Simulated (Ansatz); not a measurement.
# CrCuO2 under changes of volume

One of the cells (10.911 Å³/atom); the others are scaled copies at fixed shape and fractional positions:

```xyz
4
Lattice="1.4867 0.8583 5.7000 -1.4867 0.8583 5.7000 0.0000 -1.7167 5.7000" Properties=species:S:1:pos:R:3 pbc="T T T"
Cu    0.0000    0.0000    0.0000
Cr    0.0000    0.0000    8.5500
O     0.0000    0.0000   15.2546
O     0.0000    0.0000    1.8454
```

```yaml
Program: Ansatz 0.2.0
Functional: PBE
Potentials_or_basis: JTH PAW
Cutoff: "1380 eV (not typed: the program's choice for these potentials)"
k_mesh: 10 × 10 × 10
Occupations: fermi-dirac, width 0.05 eV
Spin: collinear spin, ferromagnetic start
Starting_moments: "[0.6, 3.0, 0.0, 0.0] μB"
```

```csv
volume (Å³/atom),energy over the lowest point (meV/atom),pressure (GPa),gap on the mesh (eV),largest force (eV/Å)
10.256,47.32,17.8,0.87,0.150
10.474,26.50,12.8,0.95,0.086
10.692,12.10,8.4,1.02,0.026
10.911,?,?,?,?
11.129,0.00,0.8,1.08,0.083
11.347,1.19,-2.5,1.05,0.132
11.565,6.55,-5.4,1.03,0.179
```

**Question.** What does the run at 10.911 Å³/atom give?

**Answer.** Energy over the lowest point 3.46 meV/atom; pressure 4.4 GPa; gap on the mesh 1.09 eV; largest force 0.030 eV/Å.

Worked out: A Birch-Murnaghan fit of order 3 (a polynomial in V^(-2/3)) to the other rows has its minimum at 11.18 Å³/atom with B0 = V·E''(V) = 170 GPa and B' = 4.5 at fixed shape and positions, which overstates the stiffness. It gives 3.44 meV/atom at 10.911 Å³/atom, against the run's 3.46, and -dE/dV = 4.4 GPa, against 4.4. A parabola through the other rows of the gap, of slope 1.23 eV per unit of ln V there, gives 1.06 eV, against the run's 1.09.

Energies are extrapolated to zero smearing.

Caveats: only a ferromagnetic start was run, and an antiferromagnetic order may lie lower in energy.

A mesh can miss the band edges.
